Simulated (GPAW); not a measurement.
SnSe2: dielectric tensor with PBE

Crystal: SnSe2.

```
Sn Se
1.0
     3.83624    0.00000    0.00000
    -1.91812    3.32228    0.00000
     0.00000    0.00000    6.17664
Sn Se
1 2
Direct
  0.00000 0.00000 0.00000
  0.66667 0.33333 0.75100
  0.33333 0.66667 0.24900
```

```yaml
Program: GPAW 26.7.0
Task: dielectric tensor
Functional: PBE
Potentials_or_basis: GPAW PAW data sets (gpaw-data 1.2.1)
Cutoff: 400 eV
Basis: pw
k_mesh: 7 × 7 × 4
Occupations: fermi-dirac, width 0.001 eV
Spin: no spin polarisation
Response_ecut: 80 eV
Maxiter: 150
Response_k_mesh: 16 × 16 × 9
Response_bands: 43
Kernels: "[\"RPA\"]"
Coarser_k_mesh: 16 × 16 × 9
```

* Band gap on the k mesh: 0.80 eV, indirect (least direct gap 1.02 eV)
* Electronic dielectric tensor (diagonal): 10.38, 10.38, 8.20

Electronic dielectric tensor:
```
10.38  0.00  0.00
 0.00 10.38  0.00
 0.00  0.00  8.20
```

Wall time 7.7 min on 1 thread of Arm Neoverse V1 (shared host), peak memory 0.65 GiB.

Caveat: the long-wavelength limit can be off by a per cent or two; spin-orbit coupling is left out, which moves the levels of the heavy elements; an odd mesh through Γ misses points on the zone boundary, where band edges often lie.
